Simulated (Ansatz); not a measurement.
**Al3Cu: course of a relaxation**

Level of theory: DFT PBEsol, scalar-relativistic, plane waves, PAW in Ansatz 0.2.0. (420 eV cutoff, 18×18×8 k-mesh, Gaussian smearing of 0.10 eV, no spin polarisation)

What was changed: biaxial strain in the a-b plane, c and atoms relaxed: -3.0 %.

Command:

```bash
ansatz run input.yaml --threads 1 --pin off --max-ram 2560MiB --backend cpu --events-out ev --progress --plain --runs-dir out
```

Input:

```yaml
crystal:
  lattice:
    - [2.6962925199, 0.0, 0.0]
    - [0.0, 2.6962925199, 0.0]
    - [0.0, 0.0, 7.7398103392]
  atoms:
    - { symbol: Al, position: [0.0, 0.0, 0.5] }
    - { symbol: Al, position: [0.5, 0.5, 0.2237174706] }
    - { symbol: Al, position: [0.5, 0.5, 0.7762825294] }
    - { symbol: Cu, position: [0.0, 0.0, 0.0] }
basis:
  ecutwfc: 420
kpoints:
  mp_grid: { grid: [18, 18, 8] }
hamiltonian:
  xc: pbesol
scf:
  occupations: { method: gaussian, width: 0.1 }
output:
  forces: true
  stress: true
  eigenvalues: true
relax:
  adjacent_minimum: "off"
  f_tol: 0.008
  max_steps: 40
  cell: { stress_tol: 0.015, fix: [a, b, gamma] }
```

F is the free energy. Steps run on the plane waves of an earlier cell, but the last one, and at times one on the way, on a freshly chosen basis, so a repeated geometry can differ a little in energy. The held parts of the cell keep their stress, so P needn't end at zero.

Steps:

| step | F − F(1) (eV) | largest force component (eV/Å) | V (Å³/atom) | P (GPa) |
| --- | --- | --- | --- | --- |
| 1 | 0.0000 | 0.049 | 14.067 | 4.93 |
| 2 | -0.0015 | 0.027 | 13.962 | 5.64 |
| 3 | -0.0016 | 0.002 | 13.990 | 5.46 |
| 4 | -0.0016 | 0.000 | 13.987 | 5.48 |
| 5 | -0.0015 | 0.000 | 13.987 | 5.48 |

Relaxed structure:

```xyz
4
Lattice="2.6963 0.0000 0.0000 0.0000 2.6963 0.0000 0.0000 0.0000 7.6960" Properties=species:S:1:pos:R:3 pbc="T T T"
Al    0.0000    0.0000    3.8480
Al    1.3481    1.3481    1.7295
Al    1.3481    1.3481    5.9665
Cu    0.0000    0.0000    0.0000
```

The structure is tetragonal, space group P4/mmm (No. 123). The conventional cell has a = 2.696 Å, b = 2.696 Å, c = 7.696 Å, α = 90.00°, β = 90.00°, γ = 90.00°. Around Al (site symmetry 4/mmm) lie 12 Al at 2.70 to 2.85 Å. Around Al (site symmetry 4mm) lie 4 Cu at 2.57 Å and 8 Al at 2.70 to 2.85 Å. Around Cu (site symmetry 4/mmm) lie 8 Al at 2.57 Å and 4 Cu at 2.70 Å.

The run converged. Time: 68 s on 1 thread of Arm Neoverse V2, on a shared host, peak memory 0.52 GiB.